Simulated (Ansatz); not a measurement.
# AlGa$_{3}$N$_{4}$: strain energy, fitted

AlGa$_{3}$N$_{4}$, P-43m, a = 4.468 Å. The structure is a Materials Project entry; whether it is the stable form wasn't checked. Ansatz: PBEsol, PAW, 420 eV, Γ-centred 6×6×6 mesh on 8 atoms, Gaussian smearing 0.02 eV; no spin polarisation. Series: biaxial strain in the a-b plane, c and atoms relaxed; x is the strain in per cent. y is the free energy over the unstrained cell, V0 = 11.147 Å³/atom.

```
x (%) y (meV/atom)
 -3.0             ?
 -1.5          4.25
  0.0          0.00
  1.5          3.96
  3.0         15.18
```

Question: Fit y = c2 x² + c3 x³ to the other rows, turn c2 into a modulus, and predict the missing energy.

Answer: Least squares on the rows shown. y = 1.8227 x² − 0.045276 x³. In eV per unit strain² c2 is 18.23; M is the biaxial modulus (E = M V0 ε²): 18.23 × 160.2 / (11.147) = 262 GPa. At x = -3.0 the fit asked for gives 17.63 meV/atom. The run gave 17.63 meV/atom, the same to the digits shown. The form still works here, 33 % of the fitted range beyond its end.